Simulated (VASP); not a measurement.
# Nb (Fm-3m) in VASP: settings compared

One crystal, Nb, is run at these levels: PBE, LDA; tasks: density of states, electric field gradients.

Program: VASP 6.6.1. These are calculated values, not measurements. Logs are shortened: lines on timing, memory, paths and dates and some standing lists are left out, and cuts for length are marked.

**1. The structure**

It takes space group Fm-3m (No. 225, cubic). The conventional cell has a = 4.230 Å, b = 4.230 Å, c = 4.230 Å, α = 90.00°, β = 90.00°, γ = 90.00°. Nb (site symmetry m-3m) has 12 Nb at 2.99 Å as nearest neighbours.

This isn't the form of Nb at room conditions, which is bcc.

**2. Density of states, PBE**

POSCAR reads:

```
Nb
1.0
    0.0000000000      2.1150000000      2.1150000000
    2.1150000000      0.0000000000      2.1150000000
    2.1150000000      2.1150000000      0.0000000000
Nb
1
Direct
    0.0000000000      0.0000000000      0.0000000000
```

INCAR.step1 reads:

```
SYSTEM = Nb
PREC = Accurate
ENCUT = 520
EDIFF = 1E-6
ISMEAR = -1
SIGMA = 0.08
LREAL = .FALSE.
LASPH = .TRUE.
NELM = 100
ALGO = Normal
ISIF = 2
LWAVE = .FALSE.
LCHARG = .TRUE.
LMAXMIX = 4
GGA = PE
NBANDS = 12
```

KPOINTS.step1 reads:

```
regular mesh
0
G
  13 13 13
  0 0 0
```

INCAR.step2 reads:

```
SYSTEM = Nb
PREC = Accurate
ENCUT = 520
EDIFF = 1E-6
ISMEAR = -5
SIGMA = 0.08
LREAL = .FALSE.
LASPH = .TRUE.
NELM = 100
ALGO = Normal
ISIF = 2
LWAVE = .FALSE.
LCHARG = .FALSE.
LMAXMIX = 4
GGA = PE
LORBIT = 11
NBANDS = 12
NEDOS = 2001
ICHARG = 11
```

KPOINTS.step2 reads:

```
regular mesh
0
G
  20 20 20
  0 0 0
```

Potentials or basis: VASP PAW PBE potentials, release 64 (Nb_sv).

The run is started by

```sh
$ cat potpaw_PBE.64/Nb_sv/POTCAR > POTCAR
$ cp INCAR.step1 INCAR
$ cp KPOINTS.step1 KPOINTS
$ mpirun -np 1 vasp_std > vasp.out
$ cp INCAR.step2 INCAR
$ cp KPOINTS.step2 KPOINTS
$ mpirun -np 1 vasp_std > vasp.out
```

OUTCAR:

```text
SYSTEM = Nb
   PREC = Accurate
   ENCUT = 520
   EDIFF = 1E-6
   ISMEAR = -5
   LREAL = .FALSE.
   LASPH = .TRUE.
   NELM = 100
   ISIF = 2
   GGA = PE
   LORBIT = 11
   ICHARG = 11

 ion  position               nearest neighbor table
   1  0.000  0.000  0.000-

  LATTYP: Found a face centered cubic cell.
 ALAT       =     4.2300000000

  Lattice vectors:

 A1 = (   0.0000000000,   2.1150000000,   2.1150000000)
 A2 = (   2.1150000000,   0.0000000000,   2.1150000000)
 A3 = (   2.1150000000,   2.1150000000,   0.0000000000)

Analysis of symmetry for initial positions (statically):
=====================================================================
 Subroutine PRICEL returns:
 Original cell was already a primitive cell.

 Routine SETGRP: Setting up the symmetry group for a
 face centered cubic supercell.

 Subroutine GETGRP returns: Found 48 space group operations
 (whereof 48 operations were pure point group operations)
 out of a pool of 48 trial point group operations.

The static configuration has the point symmetry O_h .

Analysis of symmetry for dynamics (positions and initial velocities):
=====================================================================
 Subroutine PRICEL returns:
 Original cell was already a primitive cell.

 Routine SETGRP: Setting up the symmetry group for a
 face centered cubic supercell.

 Subroutine GETGRP returns: Found 48 space group operations
 (whereof 48 operations were pure point group operations)
 out of a pool of 48 trial point group operations.

The dynamic configuration has the point symmetry O_h .

 Subroutine INISYM returns: Found 48 space group operations
 (whereof 48 operations are pure point group operations),
 and found     1 'primitive' translations

----------------------------------------------------------------------------------------

                                     Primitive cell

  volume of cell :      18.9217

  direct lattice vectors                    reciprocal lattice vectors
     0.000000000  2.115000000  2.115000000    -0.236406619  0.236406619  0.236406619
     2.115000000  0.000000000  2.115000000     0.236406619 -0.236406619  0.236406619
     2.115000000  2.115000000  0.000000000     0.236406619  0.236406619 -0.236406619

  length of vectors
     2.991061684  2.991061684  2.991061684     0.409468276  0.409468276  0.409468276

  position of ions in fractional coordinates (direct lattice)
     0.000000000  0.000000000  0.000000000

  ion indices of the primitive-cell ions
   primitive index   ion index
                 1           1

----------------------------------------------------------------------------------------

 KPOINTS: regular mesh

Automatic generation of k-mesh.
 Grid dimensions read from file:
 generate k-points for:   20   20   20

 Generating k-lattice:

  Cartesian coordinates                     Fractional coordinates (reciprocal lattice)
    -0.011820331  0.011820331  0.011820331     0.050000000  0.000000000  0.000000000
     0.011820331 -0.011820331  0.011820331     0.000000000  0.050000000  0.000000000
     0.011820331  0.011820331 -0.011820331     0.000000000  0.000000000  0.050000000

  Length of vectors
     0.020473414  0.020473414  0.020473414

  Shift w.r.t. Gamma in fractional coordinates (k-lattice)
     0.000000000  0.000000000  0.000000000

 TETIRR: Found   1093 inequivalent tetrahedra from    48000

 Subroutine IBZKPT returns following result:
 ===========================================

 Found    256 irreducible k-points:

 Following reciprocal coordinates:
            Coordinates               Weight
  0.000000  0.000000  0.000000      1.000000
  0.050000  0.000000  0.000000      8.000000
  0.100000  0.000000  0.000000      8.000000
  0.150000  0.000000  0.000000      8.000000
  0.200000  0.000000  0.000000      8.000000
  0.250000  0.000000  0.000000      8.000000
[... 16 lines left out ...]
 -0.400000  0.050000  0.000000     24.000000
 -0.350000  0.050000  0.000000     24.000000
 [... further k-points ...]
   k-points           NKPTS =    256   k-points in BZ     NKDIM =    256   number of bands    NBANDS=     12
   number of dos      NEDOS =   2001   number of ions     NIONS =      1
   total plane-waves  NPLWV =  13824
   dimension x,y,z NGX =    24 NGY =   24 NGZ =   24
   dimension x,y,z NGXF=    48 NGYF=   48 NGZF=   48
   ions per type =               1
   NGX,Y,Z   is equivalent  to a cutoff of  13.34, 13.34, 13.34 a.u.
   NGXF,Y,Z  is equivalent  to a cutoff of  26.68, 26.68, 26.68 a.u.
 SYSTEM =  Nb
   PREC   = accura    normal or accurate (medium, high low for compatibility)
   ISTART =      0    job   : 0-new  1-cont  2-samecut
   ICHARG =     11    charge: 1-file 2-atom 10-const
   ISPIN  =      1    spin polarized calculation?
   LNONCOLLINEAR =      F non collinear calculations
   LSORBIT =      F    spin-orbit coupling
   LASPH  =      T    aspherical Exc in radial PAW
   ENCUT  =  520.0 eV  38.22 Ry    6.18 a.u.   5.56  5.56  5.56*2*pi/ulx,y,z
   NELM   =    100;   NELMIN=  2; NELMDL=  0     # of ELM steps
   EDIFF  = 0.1E-05   stopping-criterion for ELM
   LREAL  =      F    real-space projection
   EDIFFG = 0.1E-04   stopping-criterion for IOM
   NSW    =      0    number of steps for IOM
   IBRION =     -1    ionic relax: 0-MD 1-quasi-New 2-CG
   NFREE  =      0    steps in history (QN), initial steepest desc. (CG)
   ISIF   =      2    stress and relaxation
   ISYM   =      2    0-nonsym 1-usesym 2-fastsym
   POTIM  = 0.5000    time-step for ionic-motion
   TEBEG  =    0.0;   TEEND  =   0.0 temperature during run
   PSTRESS=    0.0 pullay stress
   NELECT =      13.0000    total number of electrons
   NUPDOWN=      -1.0000    fix difference up-down
   EMIN   =  10.00;   EMAX   =-10.00  energy-range for DOS
   EFERMI =   0.00;   METHOD = LEGACY
   ISMEAR =    -5;   SIGMA  =   0.08  broadening in eV -4-tet -1-fermi 0-gaus
   EFERMI_NEDOS =   21; number of points for ismear=-14 and -15
   IALGO  =     38    algorithm
   IMIX   =      4    mixing-type and parameters
     AMIX     =   0.40;   BMIX     =  1.00
     AMIX_MAG =   1.60;   BMIX_MAG =  1.00
  volume/ion in A,a.u.               =      18.92       127.69
  Fermi-wavevector in a.u.,A,eV,Ry     =   1.444560  2.729823 28.392005  2.086754
  Thomas-Fermi vector in A             =   2.562841
   LORBIT       =     11    0 simple, 1 ext, 2 COOP (PROOUT), +10 PAW based schemes
   GGA     = PE    functional components
   LHFCALC =     F    Hartree Fock is set to
   AEXX    =    0.0000 exact exchange contribution
   IVDW    =     0    specifies the selected vdW correction
   LEPSILON=     F    determine dielectric tensor
   LRPA    =     F    only Hartree local field effects (RPA)
 non-spin polarized calculation
 Fermi weights with tetrahedron method with Bloechl corrections
  energy-cutoff  :      520.00
  volume of cell :       18.92
 maximum number of plane-waves:       532
 NGX is ok and might be reduce to    24

 number of electron      13.0000001 magnetization

 Free energy of the ion-electron system (eV)
  ---------------------------------------------------
  ext. energy  EPLUGINS =         0.00000000
  ---------------------------------------------------
  free energy    TOTEN  =        -9.89266616 eV

  energy without entropy =       -9.89266616  energy(sigma->0) =       -9.89266616

 E-fermi :  10.8518     XC(G=0): -12.2510

 val. band max:       10.8652598949   @ k =  -0.4000   0.2000   0.0000
 cond. band min:      10.8504767918   @ k =   0.3500   0.2500   0.1000
 fundamental gap:     -0.0147831031
 Fermi energy:        10.8517740067

 k-point     1 :       0.0000    0.0000    0.0000
  band No.  band energies     occupation
      1     -43.9547      2.00000
      2     -19.3566      2.00000
      3     -19.3566      2.00000
      4     -19.3566      2.00000
      5       4.6465      2.00000
      6      10.9599     -0.14672
      7      10.9599      0.00000
      8      10.9599      0.00000
      9      13.5234      0.00000
     10      13.5234      0.00000
     11      22.6632      0.00000
     12      27.4044      0.00000

 k-point     2 :       0.0500    0.0000    0.0000
  band No.  band energies     occupation
      1     -43.9502      2.00000
      2     -19.3868      2.00000
      3     -19.3604      2.00000
      4     -19.3604      2.00000
      5       4.7394      2.00000
      6      10.8866      0.96961
      7      11.0031      0.00000
      8      11.0031      0.00000
      9      13.4845      0.00000
     10      13.4845      0.00000
     11      22.8512      0.00000
     12      26.9890      0.00000

 k-point     3 :       0.1000    0.0000    0.0000
  band No.  band energies     occupation
      1     -43.9371      2.00000
      2     -19.4739      2.00000
      3     -19.3712      2.00000
      4     -19.3712      2.00000
      5       5.0091      2.00000
      6      10.6922      2.00703
      7      11.1194      0.00000
      8      11.1194      0.00000
      9      13.3904      0.00000
     10      13.3904      0.00000
     11      23.3713      0.00000
     12      26.0903      0.00000
[... 286 lines left out ...]
 k-point    23 :      -0.4000    0.0500    0.0000
  band No.  band energies     occupation
      1     -43.7785      2.00000
      2     -20.4319      2.00000
      3     -19.5255      2.00000
      4     -19.4939      2.00000
      5       7.1427      2.00000
      6      10.7630      2.04025
      7      10.9196     -0.02343
      8      11.5328      0.00000
      9      14.8998      0.00000
     10      15.4936      0.00000
     11      21.4669      0.00000
     12      23.3255      0.00000

 k-point    24 :      -0.3500    0.0500    0.0000
  band No.  band energies     occupation
      1     -43.7970      2.00000
      2     -20.3255      2.00000
      3     -19.5143      2.00000
      4     -19.4752      2.00000
      5       7.1194      2.00000
      6      10.8597      1.84252
      7      10.9790     -0.07660
      8      11.0401      0.00000
      9      14.3792      0.00000
     10      15.0939      0.00000
     11      21.8768      0.00000
     12      24.3381      0.00000

 [... further k-points ...]

------------------------ aborting loop because EDIFF is reached ----------------------------------------

  FORCE on cell =-STRESS in cart. coord.  units (eV):
  Direction    XX          YY          ZZ          XY          YZ          ZX
  --------------------------------------------------------------------------------------
  -------------------------------------------------------------------------------------
  Total       -0.1956975     -0.1956975     -0.1956975      0.0000000      0.0000000      0.0000000
  in kB      -16.5704696    -16.5704696    -16.5704696      0.0000000      0.0000000      0.0000000
  external PRESSURE =     -16.5704696 kB  Pullay stress =       0.0000000 kB

 VOLUME and BASIS-vectors are now :
 -----------------------------------------------------------------------------
  energy-cutoff  :      520.00
  volume of cell :       18.92
      direct lattice vectors                 reciprocal lattice vectors
     0.000000000  2.115000000  2.115000000    -0.236406619  0.236406619  0.236406619
     2.115000000  0.000000000  2.115000000     0.236406619 -0.236406619  0.236406619
     2.115000000  2.115000000  0.000000000     0.236406619  0.236406619 -0.236406619

 POSITION                                       TOTAL-FORCE (eV/Angst)
 -----------------------------------------------------------------------------------
      0.00000      0.00000      0.00000         0.000000      0.000000      0.000000
 -----------------------------------------------------------------------------------
    total drift:                               -0.000000      0.000000     -0.000000

  FREE ENERGIE OF THE ION-ELECTRON SYSTEM (eV)
  ---------------------------------------------------
  free  energy   TOTEN  =        -9.8926661618 eV

  energy  without entropy=       -9.8926661618  energy(sigma->0) =       -9.89266616

 total charge

# of ion       s       p       d       tot
------------------------------------------
    1        2.223   6.003   2.405  10.630
```

Wall time 18 s (1 thread of Intel Xeon 6975P-C (Granite Rapids), shared host); peak memory 0.17 GiB.

Results:

```yaml
Valence_electrons_inside_the_program's_atomic_spheres: Nb 10.63
```

States per cell in windows of 1 eV (zero at the Fermi level; states under -8 eV left out):
```tsv
from (eV)	total	Nb1_d	Nb1_p	Nb1_s
-8.0	0.00	0.00	0.00	0.00
-7.0	0.00	0.00	0.00	0.00
-6.0	0.07	0.00	0.00	0.02
-5.0	0.16	0.01	0.01	0.04
-4.0	0.93	0.33	0.02	0.10
-3.0	1.31	0.65	0.03	0.05
-2.0	1.09	0.60	0.04	0.01
-1.0	1.46	0.82	0.07	0.02
0.0	1.44	0.92	0.05	0.01
1.0	1.07	0.76	0.03	0.01
2.0	0.94	0.71	0.02	0.01
3.0	0.93	0.77	0.01	0.00
4.0	1.26	1.10	0.01	0.01
5.0	0.43	0.33	0.02	0.01
6.0	0.37	0.23	0.03	0.02
7.0	0.35	0.16	0.04	0.03
```

Caveat: tetrahedron occupations give inexact forces and stress in metals.

(Continued in part 2 of 2.)
